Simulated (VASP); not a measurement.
**Input and output of a VASP LDA relaxation of cell and atoms on GaP (CsCl)**

INCAR

```
IBRION = 2
NBANDS = 16
ENCUT = 600
LASPH = .TRUE.
GGA = CA
LREAL = .FALSE.
ISMEAR = -1
EDIFFG = -5E-3
ISIF = 3
EDIFF = 1E-7
LWAVE = .FALSE.
PREC = Accurate
NELM = 120
NSW = 40
LCHARG = .FALSE.
SIGMA = 0.02
```

KPOINTS

```
KPOINTS created by Atomic Simulation Environment
0
Gamma
8 8 8
0 0 0
```

POSCAR

```
Ga P
 1.0000000000000000
     3.2067216877742806   -0.0000000000000000   -0.0000000000000000
     0.0000000000000000    3.2067216877742806    0.0000000000000000
    -0.0000000000000000    0.0000000000000000    3.2067216877742806
 Ga  P
   1   1
Cartesian
  0.0000000000000000 -0.0000000000000000 -0.0000000000000000
  1.6033608438871401  1.6033608438871401  1.6033608438871401
```

VASP ran with the recommended LDA PAW datasets (18 valence electrons in the cell).

Command

```
mpirun -np 1 vasp_std
```

OSZICAR

```
N       E                     dE             d eps       ncg     rms          rms(c)
DAV:   1     0.751310227525E+02    0.75131E+02   -0.96353E+03  1216   0.192E+03
DAV:   2    -0.396957544950E+01   -0.79101E+02   -0.75756E+02  1248   0.322E+02
DAV:   3    -0.911588636892E+01   -0.51463E+01   -0.51086E+01  1496   0.610E+01
DAV:   4    -0.917364193988E+01   -0.57756E-01   -0.57743E-01  1304   0.661E+00
DAV:   5    -0.917466710761E+01   -0.10252E-02   -0.10251E-02  1480   0.870E-01    0.370E+00
DAV:   6    -0.908751877320E+01    0.87148E-01   -0.11952E-01  1504   0.801E+00    0.216E+00
DAV:   7    -0.907221158165E+01    0.15307E-01   -0.25167E-02  1696   0.170E+00    0.642E-01
DAV:   8    -0.907048880039E+01    0.17228E-02   -0.34725E-03  1424   0.840E-01    0.574E-02
DAV:   9    -0.907047027957E+01    0.18521E-04   -0.26087E-04  1624   0.234E-01    0.455E-02
DAV:  10    -0.907047037622E+01   -0.96648E-07   -0.98282E-06  1288   0.306E-02    0.352E-02
DAV:  11    -0.907046923177E+01    0.11444E-05   -0.40643E-06  1504   0.366E-02    0.275E-03
DAV:  12    -0.907046922538E+01    0.63892E-08   -0.18011E-07  1160   0.415E-03
   1 F= -.90704692E+01 E0= -.90695035E+01  d E =-.907047E+01
       N       E                     dE             d eps       ncg     rms          rms(c)
DAV:   1    -0.907056865696E+01   -0.99425E-04   -0.12328E-03  1240   0.627E-01    0.577E-02
DAV:   2    -0.907049174373E+01    0.76913E-04   -0.12190E-04  1376   0.241E-01    0.264E-02
DAV:   3    -0.907047202354E+01    0.19720E-04   -0.18929E-05  1424   0.846E-02    0.555E-03
DAV:   4    -0.907047024819E+01    0.17753E-05   -0.15878E-06  1440   0.160E-02    0.193E-03
DAV:   5    -0.907046994974E+01    0.29845E-06   -0.17711E-07   928   0.577E-03    0.289E-04
DAV:   6    -0.907046994978E+01   -0.39108E-10   -0.13717E-08   624   0.117E-03
   2 F= -.90704699E+01 E0= -.90695046E+01  d E =-.724397E-06
```

From OUTCAR

```
k-points           NKPTS =     35   k-points in BZ     NKDIM =     35   number of bands    NBANDS=     16

   NELECT =      18.0000    total number of electrons

   dimension x,y,z NGX =    28 NGY =   28 NGZ =   28
   dimension x,y,z NGXF=    56 NGYF=   56 NGZF=   56

  energy-cutoff  :      600.00
  volume of cell :       30.88
      direct lattice vectors                 reciprocal lattice vectors
     3.137372113 -0.000000000  0.000000000     0.318738092 -0.000000000  0.000000000
     0.000000000  3.137372113  0.000000000     0.000000000  0.318738092  0.000000000
    -0.000000000 -0.000000000  3.137372113    -0.000000000 -0.000000000  0.318738092

 k-points in reciprocal lattice and weights: KPOINTS created by Atomic Simulation Env
   0.00000000  0.00000000  0.00000000       0.002
   0.12500000  0.00000000  0.00000000       0.012
   0.25000000  0.00000000  0.00000000       0.012
   0.37500000  0.00000000  0.00000000       0.012
   0.50000000  0.00000000  0.00000000       0.006
   0.12500000  0.12500000  0.00000000       0.023
   0.25000000  0.12500000  0.00000000       0.047
   0.37500000  0.12500000  0.00000000       0.047
   ...

 E-fermi :   8.0607

 k-point     1 :       0.0000    0.0000    0.0000
  band No.  band energies     occupation
      1      -7.1526      2.00000
      2      -7.1526      2.00000
      3      -6.9765      2.00000
      4      -6.9765      2.00000
      5      -6.9765      2.00000
      6      -6.3612      2.00000
      7       7.0727      2.00000
      8       7.0727      2.00000
      9       7.0727      2.00000
     10       7.2429      2.00000
     11      12.2464      0.00000
     12      12.2464      0.00000
     13      19.1098      0.00000
     14      19.1098      0.00000
     15      19.1098      0.00000
     16      22.2260      0.00000

 k-point     2 :       0.1250    0.0000    0.0000
  band No.  band energies     occupation
      1      -7.1497      2.00000
      2      -7.1331      2.00000
      3      -6.9872      2.00000
      4      -6.9872      2.00000
      5      -6.9753      2.00000
      6      -6.1413      2.00000
      7       4.7294      2.00000
      8       7.2825      2.00000
      9       7.2825      2.00000
     10       8.5597      0.00000
     11      12.4361      0.00000
     12      13.7387      0.00000
     13      17.8303      0.00000
     14      17.8303      0.00000
     15      18.2634      0.00000
     16      22.3445      0.00000

 k-point     3 :       0.2500    0.0000    0.0000
  band No.  band energies     occupation
      1      -7.1428      2.00000
      2      -7.0888      2.00000
      3      -7.0127      2.00000
      4      -7.0127      2.00000
      5      -6.9725      2.00000
      6      -5.4909      2.00000
      7       2.1385      2.00000
      8       7.8817      1.99974
      9       7.8817      1.99974
     10       9.4425      0.00000
     11      12.9868      0.00000
     12      15.2739      0.00000
     13      15.6706      0.00000
     14      15.6706      0.00000
     15      18.2299      0.00000
     16      20.9074      0.00000

 k-point     4 :       0.3750    0.0000    0.0000
  band No.  band energies     occupation
      1      -7.1359      2.00000
      2      -7.0464      2.00000
      3      -7.0380      2.00000
      4      -7.0380      2.00000
      5      -6.9697      2.00000
      6      -4.4882      2.00000
      7      -0.0999      2.00000
      8       8.7294      0.00000
      9       8.7294      0.00000
     10      10.5094      0.00000
     11      13.6858      0.00000
     12      13.7579      0.00000
     13      13.7579      0.00000
     14      13.7910      0.00000
     15      18.7480      0.00000
     16      21.8478      0.00000

 k-point     5 :       0.5000    0.0000    0.0000
  band No.  band energies     occupation
      1      -7.1330      2.00000
      2      -7.0484      2.00000
      3      -7.0484      2.00000
      4      -7.0291      2.00000
      5      -6.9685      2.00000
      6      -3.7199      2.00000
      7      -1.2878      2.00000
      8       9.2626      0.00000
      9       9.2626      0.00000
     10      11.6899      0.00000
     11      12.1996      0.00000
     12      12.8570      0.00000
     13      12.8570      0.00000
     14      14.3168      0.00000
     15      17.7686      0.00000
     16      23.2195      0.00000

 k-point     6 :       0.1250    0.1250    0.0000
  band No.  band energies     occupation
      1      -7.1390      2.00000
      2      -7.1202      2.00000
      3      -7.0056      2.00000
      4      -6.9872      2.00000
      5      -6.9843      2.00000
      6      -5.9150      2.00000
      7       4.4996      2.00000
      8       5.6613      2.00000
      9       7.4865      2.00000
     10       9.6984      0.00000
     11      13.3917      0.00000
     12      14.3145      0.00000
     13      15.9589      0.00000
     14      17.2984      0.00000
     15      18.7188      0.00000
     16      20.9476      0.00000

 k-point     7 :       0.2500    0.1250    0.0000
  band No.  band energies     occupation
      1      -7.1293      2.00000
      2      -7.0763      2.00000
      3      -7.0421      2.00000
      4      -7.0110      2.00000
      5      -6.9823      2.00000
      6      -5.2568      2.00000
      7       2.3273      2.00000
      8       5.8500      2.00000
      9       8.0668      0.85026
     10      10.5715      0.00000
     11      13.1867      0.00000
     12      14.4704      0.00000
     13      15.6924      0.00000
     14      16.3987      0.00000
     15      18.6100      0.00000
     16      20.7215      0.00000

 k-point     8 :       0.3750    0.1250    0.0000
  band No.  band energies     occupation
      1      -7.1218      2.00000
      2      -7.0740      2.00000
      3      -7.0356      2.00000
      4      -7.0320      2.00000
      5      -6.9791      2.00000
      6      -4.2499      2.00000
      7       0.1184      2.00000
      8       6.7662      2.00000
      9       8.8769      0.00000
     10      10.7087      0.00000
     11      12.0871      0.00000
     12      13.9560      0.00000
     13      15.0875      0.00000
     14      15.2476      0.00000
     15      20.1561      0.00000
     16      21.2991      0.00000

 k-point     9 :       0.5000    0.1250    0.0000
  band No.  band energies     occupation
      1      -7.1186      2.00000
      2      -7.0863      2.00000
      3      -7.0458      2.00000
      4      -7.0142      2.00000
      5      -6.9777      2.00000
      6      -3.4782      2.00000
      7      -1.0671      2.00000
      8       7.4746      2.00000
      9       9.3727      0.00000
     10       9.8095      0.00000
     11      12.7030      0.00000
     12      13.1210      0.00000
     13      14.1705      0.00000
     14      15.5302      0.00000
     15      19.3522      0.00000
     16      21.7545      0.00000

 k-point    10 :       0.2500    0.2500    0.0000
  band No.  band energies     occupation
      1      -7.1106      2.00000
      2      -7.1000      2.00000
      3      -7.0353      2.00000
      4      -7.0091      2.00000
      5      -7.0034      2.00000
      6      -4.5852      2.00000
      7       2.5083      2.00000
      8       3.6972      2.00000
      9       8.5851      0.00000
     10      10.3099      0.00000
     11      11.9500      0.00000
     12      15.4288      0.00000
     13      16.7241      0.00000
     14      16.8001      0.00000
     15      19.1879      0.00000
     16      19.3394      0.00000

 k-point    11 :       0.3750    0.2500    0.0000
  band No.  band energies     occupation
      1      -7.1499      2.00000
      2      -7.0975      2.00000
      3      -7.0300      2.00000
      4      -7.0016      2.00000
      5      -6.9890      2.00000
      6      -3.5718      2.00000
      7       0.7568      2.00000
      8       4.2163      2.00000
      9       8.2514      0.00015
     10       9.2763      0.00000
     11      12.8183      0.00000
     12      14.4904      0.00000
     13      15.9432      0.00000
     14      17.5438      0.00000
     15      19.1938      0.00000
     16      21.5077      0.00000

 k-point    12 :       0.5000    0.2500    0.0000
  band No.  band energies     occupation
      1      -7.1679      2.00000
      2      -7.0936      2.00000
      3      -7.0396      2.00000
      4      -6.9998      2.00000
      5      -6.9697      2.00000
      6      -2.8013      2.00000
      7      -0.3988      2.00000
      8       5.0075      2.00000
      9       7.0304      2.00000
     10       9.6659      0.00000
     11      13.6722      0.00000
     12      13.9010      0.00000
     13      14.9289      0.00000
     14      17.7983      0.00000
     15      19.6953      0.00000
     16      21.8525      0.00000

 ...

  Total        0.0067565      0.0067565      0.0067565     -0.0000000     -0.0000000     -0.0000000
  in kB        0.3505366      0.3505366      0.3505366     -0.0000000     -0.0000000     -0.0000000
  external PRESSURE =       0.3505366 kB  Pullay stress =       0.0000000 kB

 POSITION                                       TOTAL-FORCE (eV/Angst)
 -----------------------------------------------------------------------------------
      0.00000      0.00000      0.00000         0.000000      0.000000      0.000000
      1.56869      1.56869      1.56869        -0.000000     -0.000000      0.000000
 -----------------------------------------------------------------------------------
    total drift:                               -0.000000      0.000000     -0.000000

  FREE ENERGIE OF THE ION-ELECTRON SYSTEM (eV)
  ---------------------------------------------------
  free  energy   TOTEN  =        -9.0704699498 eV

  energy  without entropy=       -9.0685392132  energy(sigma->0) =       -9.06950458
```

| ionic step | ΔE (meV/atom) | volume (Å³) | largest force (eV/Å) | pressure (GPa) | electronic steps |
| --- | --- | --- | --- | --- | --- |
| 1 | 0.0 | 30.91 | 0.000 | -0.06 | 12 |
| 2 | 0.0 | 30.88 | 0.000 | 0.04 | 6 |

CONTCAR

```
Ga P
   1.00000000000000
     3.1373721125391705   -0.0000000000000000    0.0000000000000001
     0.0000000000000000    3.1373721125391705    0.0000000000000000
    -0.0000000000000000   -0.0000000000000000    3.1373721125391705
  Ga              P
     1     1
Direct
     0.0000000000000000    0.0000000000000000    0.0000000000000000
     0.5000000000000000    0.5000000000000000    0.5000000000000000

  0.00000000E+00  0.00000000E+00  0.00000000E+00
  0.00000000E+00  0.00000000E+00  0.00000000E+00
```

```yaml
relaxed_cell_vector_lengths: 3.137, 3.137, 3.137 Å
relaxed_cell_volume: 30.88 Å³
```

The run was restarted once from its relaxed cell; OSZICAR and OUTCAR are the second run's.

The run (the restart alone) took about 11 s on one core of a shared host (Intel Xeon 6975P-C) and held 0.16 GiB at most.
